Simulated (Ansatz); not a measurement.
Nuclear-site quantities of Na as the cell is scaled

```
Na
1.0
    -2.11750    2.11750    2.11750
     2.11750   -2.11750    2.11750
     2.11750    2.11750   -2.11750
Na
1
Cartesian
  0.0000 0.0000 0.0000
```

The cell is a measured one (Crystallography Open Database entry 9011002); the temperature and pressure of the measurement aren't taken into account, and nothing was relaxed.

Theory: Ansatz 0.2.0, DFT, PBE, all-electron PAW with datasets made for the crystal, scalar-relativistic.

The runs use a Γ-centred 11×11×11 k mesh, Fermi–Dirac smearing of 0.03 eV, cutoff 160 eV (chosen by the program for this cell), no spin polarisation.

The contact density is the mean electron density over the nuclear volume; its changes follow the s electrons' response to bonding and compression. Changes below are taken from the unscaled cell, where it is 5909.6 e/Å³ at Na.

The datasets are made afresh for each cell, so very small changes are uncertain.

(1) Does compression raise or lower the contact density at Na?

(2) Tabulate the changes with volume.

Results:

(1) It raises it, by 0.28 e/Å³ over the whole range.

(2) 
```tsv
V/V(cell)	P (GPa)	Δρ(0) Na (e/Å³)
0.9405	0.3	0.15
1.0000	-0.2	0.00
1.0600	-0.6	-0.13
```
